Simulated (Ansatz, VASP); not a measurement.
**Cross-check of HgSe (Tiemannite) between VASP and Ansatz**

Wanted: the spread between two codes on one cell, functional and k mesh. The cell is taken from a series of runs on this material, whose earlier steps may have relaxed or scaled it; both programs get it as it stands.

Method: plane waves, with VASP 6.6.1 beside it; single point at PBEsol with D3(BJ), in Ansatz 0.2.0.

### 1. The starting structure

The structure is cubic, space group F-43m (No. 216). Conventional cell: a = 6.111 Å, b = 6.111 Å, c = 6.111 Å, α = 90.00°, β = 90.00°, γ = 90.00°. Hg has 4 Se at 2.65 Å nearest. Nearest to Se lie 4 Hg at 2.65 Å. Farther neighbours and most contacts between anions are not listed.

Coordinates:

```
Hg Se
1.0
     0.00000    3.05572    3.05572
     3.05572    0.00000    3.05572
     3.05572    3.05572    0.00000
Hg Se
1 1
Direct
  0.00000 0.00000 0.00000
  0.75000 0.75000 0.75000
```

### 2. VASP: single point, PBEsol with D3(BJ)

With cell and atoms fixed, the geometry can't cause a difference; cores, projectors, grids and the points listed under the comparison can.

Lines of VASP's logs that name or quote its potential files are left out, and so is its time.

INCAR

```
SYSTEM = HgSe
PREC = Accurate
ENCUT = 520
EDIFF = 1E-06
NELM = 100
ISMEAR = 1
SIGMA = 0.1
LREAL = .FALSE.
ALGO = Normal
GGA = PS
IVDW = 12
NBANDS = 19
LORBIT = 11
LWAVE = .FALSE.
LCHARG = .FALSE.
KPAR = 2
ISIF = 2
```

POSCAR

```
HgSe
1.0
    0.0000000000      3.0557197500      3.0557197500
    3.0557197500      0.0000000000      3.0557197500
    3.0557197500      3.0557197500      0.0000000000
Hg Se
1 1
Direct
    0.0000000000      0.0000000000      0.0000000000
    0.7500000000      0.7500000000      0.7500000000
```

KPOINTS

```
Automatic mesh
0
Gamma
8 8 8
0 0 0
```

PAW data sets: Hg_sv_GW and Se_GW (PBE family, release 64).

Launch:

```
$ mpirun -np 2 vasp_std
```

Numbers of over 12 decimals in the logs are rounded to 6 here.

What it wrote:

```text
[banner, memory and clock lines left out]
running    2 mpi-ranks, on    1 nodes
 distrk:  each k-point on    1 cores,    2 groups
 distr:  one band on    1 cores,    1 groups

 POSCAR found type information on POSCAR HgSe
 POSCAR found :  2 types and       2 ions
|                                                                             |
|               ----> ADVICE to this user running VASP <----                  |
|                                                                             |
|     You enforced a specific xc type in the INCAR file but a different       |
|     [... a line on the potential file left out ...]
|     I HOPE YOU KNOW WHAT YOU ARE DOING!                                     |
|                                                                             |

 LDA part: xc-table for (Slater+PW92), standard interpolation
 POSCAR, INCAR and KPOINTS ok, starting setup
 FFT: planning ... GRIDC
 FFT: planning ... GRID_SOFT
 FFT: planning ... GRID
 WAVECAR not read
 entering main loop
       N       E                     dE             d eps       ncg     rms          rms(c)
DAV:   1     0.336678360848E+03    0.33668E+03   -0.14485E+04  1220   0.158E+03
DAV:   2     0.313201284409E+02   -0.30536E+03   -0.28464E+03  1105   0.586E+02
DAV:   3    -0.393109438780E+01   -0.35251E+02   -0.34856E+02  1598   0.170E+02
DAV:   4    -0.512817181792E+01   -0.11971E+01   -0.11953E+01  1411   0.370E+01
DAV:   5    -0.516090084227E+01   -0.32729E-01   -0.32725E-01  1576   0.654E+00    0.289E+01
DAV:   6    -0.485318095146E+01    0.30772E+00   -0.68678E-01  1774   0.146E+01    0.205E+01
DAV:   7    -0.485658397245E+01   -0.34030E-02   -0.30409E-01  1520   0.448E+00    0.169E+00
DAV:   8    -0.484385794301E+01    0.12726E-01   -0.51905E-02  1725   0.302E+00    0.330E-01
DAV:   9    -0.484395773861E+01   -0.99796E-04   -0.63307E-03  1377   0.789E-01    0.261E-01
DAV:  10    -0.484394987022E+01    0.78684E-05   -0.31899E-04  1595   0.274E-01    0.137E-01
DAV:  11    -0.484394790474E+01    0.19655E-05   -0.33684E-05  1683   0.108E-01    0.332E-02
DAV:  12    -0.484394811574E+01   -0.21100E-06   -0.29448E-06  1194   0.130E-02
   1 F= -.54606800E+01 E0= -.54607263E+01  d E =0.138816E-03
```

From OUTCAR (step 2):

```text
ion  position               nearest neighbor table
   1  0.000  0.000  0.000-   2 2.65   2 2.65   2 2.65   2 2.65
   2  0.750  0.750  0.750-   1 2.65   1 2.65   1 2.65   1 2.65

  LATTYP: Found a face centered cubic cell.
 ALAT       =     6.1114395000

 Subroutine GETGRP returns: Found 24 space group operations
 (whereof 24 operations were pure point group operations)

The static configuration has the point symmetry T_d .

 Found     29 irreducible k-points:

   k-points           NKPTS =     29   k-points in BZ     NKDIM =     29   number of bands    NBANDS=     19

   dimension x,y,z NGX =    32 NGY =   32 NGZ =   32
   dimension x,y,z NGXF=    64 NGYF=   64 NGZF=   64

   ENCUT  =  520.0 eV  38.22 Ry    6.18 a.u.   8.04  8.04  8.04*2*pi/ulx,y,z

   NELECT =      26.0000    total number of electrons

 k-points in reciprocal lattice and weights: Automatic mesh
   0.00000000  0.00000000  0.00000000       0.002
   0.12500000  0.00000000  0.00000000       0.016
   0.25000000  0.00000000  0.00000000       0.016
   0.37500000  0.00000000  0.00000000       0.016
   0.50000000  0.00000000  0.00000000       0.008
   0.12500000  0.12500000  0.00000000       0.012
   0.25000000  0.12500000  0.00000000       0.047
   0.37500000  0.12500000  0.00000000       0.047
   0.50000000  0.12500000  0.00000000       0.047
[...]
-0.37500000  0.50000000  0.12500000       0.023
  -0.25000000  0.50000000  0.25000000       0.012

 average (electrostatic) potential at core
       1 -90.5938       2 -55.2309

 E-fermi :   2.8192

 k-point     1 :       0.0000    0.0000    0.0000
  band No.  band energies     occupation
    ...
     10      -3.5401      2.00000
     11       1.7553      2.00000
     12       2.8148      1.07321
     13       2.8148      1.07321
     14       2.8148      1.07321
     15       8.2590      0.00000
     16       8.2590      0.00000
     17       8.2590      0.00000
     18      11.0919      0.00000
     19      14.0677      0.00000

 k-point     2 :       0.1250    0.0000    0.0000
  band No.  band energies     occupation
    ...
      9      -3.5426      2.00000
     10      -3.5426      2.00000
     11       0.9107      2.00000
     12       2.6588      2.04580
     13       2.6588      2.04580
     14       3.3723     -0.00000
     15       7.8871      0.00000
     16       8.4727      0.00000
     17       8.4727      0.00000
     18      12.0957      0.00000
    ...

 k-point     3 :       0.2500    0.0000    0.0000
  band No.  band energies     occupation
    ...
      9      -3.5376      2.00000
     10      -3.5376      2.00000
     11      -0.4458      2.00000
     12       2.3105      2.00000
     13       2.3105      2.00000
     14       3.8042     -0.00000
     15       8.0620      0.00000
     16       8.8527      0.00000
     17       8.8527      0.00000
     18      12.1749      0.00000
    ...

 Edisp (eV)   -0.61673

  Total      -0.51395    -0.51395    -0.51395     0.00000     0.00000     0.00000
  in kB     -14.42974   -14.42974   -14.42974     0.00000     0.00000     0.00000
  external pressure =      -14.43 kB  Pullay stress =        0.00 kB

  energy-cutoff  :      520.00
  volume of cell :       57.07
      direct lattice vectors                 reciprocal lattice vectors
     0.000000000  3.055719750  3.055719750    -0.163627571  0.163627571  0.163627571
     3.055719750  0.000000000  3.055719750     0.163627571 -0.163627571  0.163627571
     3.055719750  3.055719750  0.000000000     0.163627571  0.163627571 -0.163627571

 POSITION                                       TOTAL-FORCE (eV/Angst)
 -----------------------------------------------------------------------------------
      0.00000      0.00000      0.00000        -0.000000     -0.000000     -0.000000
      4.58358      4.58358      4.58358         0.000000      0.000000      0.000000
 -----------------------------------------------------------------------------------
    total drift:                                0.000000      0.000000      0.000000

  FREE ENERGIE OF THE ION-ELECTRON SYSTEM (eV)
  ---------------------------------------------------
  free  energy   TOTEN  =        -5.4606800239 eV

  energy  without entropy=       -5.4608188401  energy(sigma->0) =       -5.46072630

 total charge
# of ion       s       p       d       f       tot
--------------------------------------------------
    1        2.492   6.421   8.909   0.011  17.833
    2        1.459   2.257   0.035   0.000   3.751
--------------------------------------------------
tot          3.951   8.678   8.944   0.011  21.584

[... 3 further parts left out ...]
```

The k-mesh is coarse for a metal.

The run ends at a pressure of -1.44 GPa.

### 3. Ansatz: single point, PBEsol with D3(BJ)

Ansatz runs on its default PAW (the set named soft_2) files.

The same cell, functional, mesh and smearing now go to Ansatz, which takes its cutoff from its data sets.

input.yaml

```yaml
crystal:
  lattice:
    - [0.0, 3.05571975, 3.05571975]
    - [3.05571975, 0.0, 3.05571975]
    - [3.05571975, 3.05571975, 0.0]
  atoms:
    - { symbol: Hg, position: [0.0, 0.0, 0.0] }
    - { symbol: Se, position: [0.75, 0.75, 0.75] }
hamiltonian:
  xc: pbesol
  pseudopotentials: { kind: paw }
  dispersion: d3bj
kpoints:
  mp_grid: { grid: [8, 8, 8] }
scf:
  occupations: { method: methfessel_paxton, width: 0.1 }
  n_extra_bands: 4
output:
  forces: true
  stress: true
  eigenvalues: true
```

Launch:

```
$ ansatz run input.yaml --threads 2 --pin off --max-ram 4608MiB --backend cpu --events-out ev --progress --plain --runs-dir out
```

What it wrote:

```text
scf.n_extra_bands = 4 over 18 filled bands (N_el = 36.0): the run solves 22 bands
Engine: ansatz 0.2.0, x86_64-unknown-linux-gnu
Pseudopotentials: kind: paw
Pseudopotential: Hg, paw, valence charge 20, recommended cutoff 420 eV (normal), Hg.paw.azcp
Pseudopotential: Se, paw, valence charge 16, recommended cutoff 420 eV (normal), Se.paw.azcp
Functional definition: PBEsol
  exchange = pbesol_x
  correlation = pbesol_c
Crystal: 2 atoms, lattice volume = 57.065 Å³
Basis set: ecut = 420 eV, 1139 PW (Γ), exchange–correlation on 60×60×60 points (8 copies of the dense FFT grid, shifted against one another)
Bands: 22, of which v1, the nominal top of the filled ones, is band 18 counted from 1 (17 counted from 0)
Symmetry: 24 space group operations
Space group: F-43m (ITA 216), of the structure as read, at distance tolerance 3.8e-5 Å
k-points: 29 of 512 (time reversal used)
Non-local potential: Hg, projectors of the file, l = 0: 3, l = 1: 2, l = 2: 2, l = 3: 1
Non-local potential: Se, projectors of the file, l = 0: 2, l = 1: 2, l = 2: 3, l = 3: 1
PAW form: soft (Blöchl's): semilocal exchange-correlation on the pseudo side does not see the compensation charge
PAW frozen core: Hg, regenerated for the run's functional, and the local potential with it (the file was generated under x = pbe(κ = 0.804, μ = 0.219515), c = pbe(β = 0.066725))
PAW frozen core: Se, regenerated for the run's functional, and the local potential with it (the file was generated under x = pbe(κ = 0.804, μ = 0.219515), c = pbe(β = 0.066725))
PAW one-centre angular grid: Hg, 590 points (default); XC on 64 Gauss nodes
PAW one-centre angular grid: Se, 590 points (default); XC on 64 Gauss nodes
Initial density: superposition of atomic densities (neutral atoms: chi_scale 0, normalization atom), corrected by the library's trained network
Initial wavefunctions: pseudopotential atomic-orbital guess
Functional: x = pbesol(κ = 0.804, μ = 0.123457), c = pbesol(β = 0.046)
SCF iter   1: F=—  HF=-19093.246601 eV  |F-HF|=—  |Δ(HF+E_count)|=         —  Δρ=3.37e-3  dr2=1.03e-2  ethr=1.77e-3  ⟨swp⟩=5.6  Hψ=2709  notcnv=0
preconditioner: auto → none  [insulator: Δε(μ)=0.545 eV  Ē_g=11.150 eV  σ=0.100 eV  W_gap=0.54  n_scr=14 (ndim 8)  ℏωp=20.9 eV  f_vac=0.199  D(μ)=0.07/eV (n_scr^D=0)  ε∞_Penn≈4.5]
SCF iter   2: F=—  HF=-19093.244464 eV  |F-HF|=—  |Δ(HF+E_count)|=   2.14e-3  S|Δr|=    0.00e0  Δρ=1.04e-3  dr2=3.99e-4  ethr=2.87e-5  ⟨swp⟩=2.0  Hψ=1223  notcnv=0
SCF iter   3: F=—  HF=-19093.244533 eV  |F-HF|=—  |Δ(HF+E_count)|=   6.88e-5  S|Δr|=    0.00e0  Δρ=5.17e-4  dr2=1.07e-4  ethr=1.11e-6  ⟨swp⟩=2.0  Hψ=1045  notcnv=0
SCF iter   4: F=—  HF=-19093.244593 eV  |F-HF|=—  |Δ(HF+E_count)|=   5.97e-5  S|Δr|=    0.00e0  Δρ=1.82e-4  dr2=1.83e-5  ethr=2.98e-7  ⟨swp⟩=2.0  Hψ=897  notcnv=0
SCF iter   5: F=—  HF=-19093.244592 eV  |F-HF|=—  |Δ(HF+E_count)|=   6.94e-7  S|Δr|=    0.00e0  Δρ=2.92e-5  dr2=3.99e-7  ethr=5.10e-8  ⟨swp⟩=2.0  Hψ=871  notcnv=0
SCF iter   6: F=-19093.244593 eV  HF=-19093.244593 eV  |F-HF|=4.99e-8  |Δ(HF+E_count)|=   4.81e-7  S|Δr|=    0.00e0  Δρ=9.02e-6  dr2=2.17e-8  ethr=2.78e-10  ⟨swp⟩=5.8  Hψ=2820  notcnv=0
SCF 1 converged in 6 iterations: F = -19093.244593 eV  dr2 = 2.17e-8
  greatest PAW one-centre occupation: 1.000 electrons in one spin orbital (limit 2), on the Hg atom at site 0 (counted from 0), in its partial waves of l = 0
SCF converged after 6 iterations
Stability not checked: this state was not tested for a lower state beside it, because cold or Methfessel-Paxton smearing, or corrected tetrahedra, fill the levels in a way that the test cannot read (fill_not_monotonic; see scf.lower_state_search)
Free energy (F): -19093.244593 eV
Harris-Foulkes:  -19093.244593 eV  (|F-HF|=4.99e-8)
Internal energy: -19093.244732 eV  (E = F + TS)
E sigma→0 (E₀):  -19093.244628 eV
Entropy (-TS):   0.000139 eV (0.070 meV/atom)
Fermi energy:    8.488275 eV
Step filling:    the computed levels leave a gap of 0.0000 eV = 0.0 smearing widths at the electron count; against every level under it full and every level over it empty, smearing changes F+E_penalty+E_count by -0.106 meV and its σ→0 estimate by -0.141 meV
--- Per-component energies (eV) ---
  E_band       = -883.045936
  E_kinetic    = 721.448462
  E_local      = -5819.029166  (includes V_loc(G=0)·N_el)
  E_nonlocal   = -515.561572
  E_hartree    = 2657.145926
  E_xc         = -321.502792
  E_vxc        = -358.784280  (∫ρ·V_xc dr)
  E_paw        = -11668.520693  (= ΣΔE_a)
  E_vpaw       = -225.413680  (= ΣTr[D̂ρ^β])
  E_aug_tail   = 0.000309  (compensation charges beyond the density's cutoff)
  E_ewald      = -4147.945403
  E_disp       = -0.616905  (pairwise vdW)
  E_core_change = 1.337102  (= ΣΔE_core)
  E_smearing   = 0.000139  (= −TS)
  E_closure    = -0.000000  (closes the sum)
  Σ components = -19093.244593   (vs F -19093.244593, Δ=0.00e0)
--- Forces (eV/Å), atoms counted from 1 ---
  atom   1  Hg    -0.00000000     0.00000000    -0.00000000
  atom   2  Se     0.00000000    -0.00000000     0.00000000
  max |Σ_I F_I| component: 3.70e-17 eV/Å
--- Stress (GPa, compression-positive) ---
       -1.160255      -0.000000      -0.000000
        0.000000      -1.160255       0.000000
       -0.000000       0.000000      -1.160255
  P = ⅓ Tr σ = -1.1603 GPa (-11.603 kbar)
--- Band table (eV; the first three rows and the last of 29) ---
  k-point 0: bands = [... 14 lower, 2.1275, 7.4378, 8.4840, 8.4840, 8.4840, 13.9310, 13.9310, 13.9310]
  k-point 1: bands = [... 14 lower, 2.1252, 6.5881, 8.3280, 8.3280, 9.0472, 13.5609, 14.1449, 14.1449]
  k-point 2: bands = [... 14 lower, 2.1302, 5.2294, 7.9797, 7.9797, 9.4827, 13.7356, 14.5256, 14.5256]
  k-point 28: bands = [... 14 lower, 2.7214, 3.2350, 5.7837, 6.0949, 12.0336, 13.5239, 14.4635, 15.8207]
```

The column dr2 measures how far the density is from self-consistency, as an energy; F and HF (Harris–Foulkes) agree once it is small.

The run ends at a pressure of -1.16 GPa.

### 4. Comparison

Known differences besides the PAW data sets themselves: the data sets hold 36 valence electrons in Ansatz (default PAW (the set named soft_2) files) and 26 in VASP; the cutoff is 420 eV in Ansatz and 520 eV in VASP; Ansatz makes its cores anew for this functional, VASP keeps those of its PBE data sets; VASP leaves aspherical gradient terms in its spheres out (LASPH is not set), Ansatz keeps them. Total energies have different zeros and are not compared.

Compared:

| quantity | Ansatz | VASP | difference |
| --- | --- | --- | --- |
| pressure (GPa) | -1.16 | -1.44 | +0.28 |

### 5. Outcome

```json
{
  "difference in pressure (single point, PBEsol with D3(BJ))": "0.28 GPa"
}
```

The difference in pressure is 0.28 GPa (single point, PBEsol with D3(BJ)), within the 1 GPa picked in this series as the mark of a large difference. How closely two codes agree says nothing of how well the functional describes the real material.

[Lines on the potential files, build, host, timing and source positions are cut from VASP's logs without a mark.]

[Logs are printed without paths, hosts, clocks, repeated set-up lines and the standing remarks that a program may print on its own settings, such as how far it seeks lower states.]

[Hosts, paths, dates, database ids (printed as entryN), source tags and the programs' standing remarks are cut or masked in the printed files.]
